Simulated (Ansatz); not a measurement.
A plane-wave DFT run in Ansatz 0.2.0 (scalar-relativistic PAW potentials unless the input names others): input and command.

```yaml
crystal:
  lattice:
    - [2.5679503869, 2.9e-07, 0.0]
    - [-1.2839754446, 2.2239101257, 0.0]
    - [0.0, 0.0, 4.1933937486]
  atoms:
    - { symbol: Cu, position: [0.0, 0.0, 0.0] }
    - { symbol: Cu, position: [0.3333333333, 0.6666666667, 0.5] }
basis:
  ecutwfc: 420
kpoints:
  mp_grid: { grid: [18, 18, 10] }
hamiltonian:
  xc: pbe
  hubbard: { sites: [{ species: Cu, l: d, u_eff: 40.0 }] }
scf:
  occupations: { method: gaussian, width: 0.1 }
  max_iter: 50
output:
  forces: true
  eigenvalues: true
  stress: true
```

```bash
ansatz run input.yaml --threads 1 --pin off --max-ram 2560MiB --backend cpu --events-out ev --progress --plain --runs-dir out
```

Abridged log:
```
Cu: projections on atomic orbitals take those of the free atom [Ne] 3s2 3p6 3d10 4s1, of charge +0.00 (hamiltonian.pseudopotentials.projection_atoms); the dataset's partial waves leave at most 2.0e-6 of an orbital's norm unspanned inside its sphere
Pseudopotentials: kind: paw
Pseudopotential: Cu, paw, valence charge 19, recommended cutoff 420 eV (normal)
Functional definition: PBE
Crystal: 2 atoms, lattice volume = 23.948 Å³
Basis set: ecut = 420 eV, 465 PW (Γ), exchange–correlation on 36×36×60 points (8 copies of the dense FFT grid, shifted against one another)
Bands: 23, of which v1, the nominal top of the filled ones, is band 19 counted from 1 (18 counted from 0)
Symmetry: 24 space group operations
Space group: P63/mmc (ITA 194), of the structure as read, at distance tolerance 2.9e-5 Å
k-points: 222 of 3240
Initial density: superposition of atomic densities (chi_scale 0.1, normalization cell)
Initial wavefunctions: pseudopotential atomic-orbital guess
Functional: x = pbe(κ = 0.804, μ = 0.21951497), c = pbe(β = 0.06672455)
SCF iter   1: F=—  HF=-13247.756104 eV  |F-HF|=—  |Δ(HF+E_count)|=         —  Δρ=2.26e-2  dr2=1.03e-1  ethr=2.73e-4  ⟨swp⟩=1.0  Hψ=25256  notcnv=0
SCF iter   2: F=—  HF=-13247.724658 eV  |F-HF|=—  |Δ(HF+E_count)|=   3.14e-2  Δρ=1.21e-2  dr2=3.22e-2  ethr=2.71e-4  ⟨swp⟩=2.0  Hψ=5825  notcnv=0
SCF iter   3: F=—  HF=-13247.710593 eV  |F-HF|=—  |Δ(HF+E_count)|=   1.41e-2  Δρ=3.19e-3  dr2=1.82e-3  ethr=8.47e-5  ⟨swp⟩=2.0  Hψ=8161  notcnv=0
SCF iter   4: F=—  HF=-13247.709700 eV  |F-HF|=—  |Δ(HF+E_count)|=   8.93e-4  Δρ=2.77e-3  dr2=6.33e-4  ethr=4.79e-6  ⟨swp⟩=2.0  Hψ=9466  notcnv=0
SCF iter   5: F=—  HF=-13247.710010 eV  |F-HF|=—  |Δ(HF+E_count)|=   3.10e-4  Δρ=4.67e-4  dr2=1.65e-5  ethr=1.66e-6  ⟨swp⟩=2.0  Hψ=7326  notcnv=0
SCF iter   6: F=—  HF=-13247.710019 eV  |F-HF|=—  |Δ(HF+E_count)|=   8.37e-6  Δρ=4.45e-5  dr2=1.51e-7  ethr=4.33e-8  ⟨swp⟩=2.0  Hψ=8857  notcnv=0
SCF iter   7: F=-13247.710019 eV  HF=-13247.710019 eV  |F-HF|=2.78e-10  |Δ(HF+E_count)|=   1.59e-7  Δρ=2.80e-6  dr2=5.74e-10  ethr=2.63e-10  ⟨swp⟩=5.3  Hψ=21424  notcnv=0
SCF 1 converged in 7 iterations: F = -13247.710019 eV  dr2 = 5.74e-10
SCF converged after 7 iterations
Free energy (F): -13247.710019 eV
Harris-Foulkes:  -13247.710019 eV  (|F-HF|=2.78e-10)
Internal energy: -13247.707723 eV  (E = F + TS)
E sigma→0 (E₀):  -13247.708871 eV
Entropy (-TS):   -0.002296 eV (-1.148 meV/atom)
Fermi energy:    15.541834 eV
--- Forces (eV/Å), atoms counted from 1 ---
  atom   1  Cu     0.00000000     0.00000000     0.00000000
  atom   2  Cu     0.00000000     0.00000000     0.00000000
--- Stress (GPa, compression-positive) ---
       15.827705       0.000000       0.000000
        0.000000      15.827705       0.000000
        0.000000       0.000000      16.123250
  P = ⅓ Tr σ = 15.9262 GPa (159.262 kbar)
Occupation matrices written to <dir>
```

**Question.** What should be changed?

**Answer.** The fault is an enormous or negative U (hamiltonian.hubbard: not typed → {"sites": [{"species": "Cu", "l": "d", "u_eff": 40.0}]}, the first being the value of the sound run). Setting it back cures it. The run converged all the same, with an energy at zero smearing 1.3 eV/atom above the reference's (the Hamiltonian itself differs), pressure 15.93 GPa, largest force 0.000 eV/Å, no gap on the mesh, so convergence alone doesn't show that an input is right. A reference run on usual settings, whose relaxation ended at this geometry, converged, and the end of its own relaxation has pressure 0.01 GPa, largest force 0.000 eV/Å, no gap on the mesh.

The run took 25 s on 1 thread of Intel(R) Xeon(R) Processor @ 2.50GHz (Skylake/Cascade Lake), on a shared host, peak memory 0.44 GiB.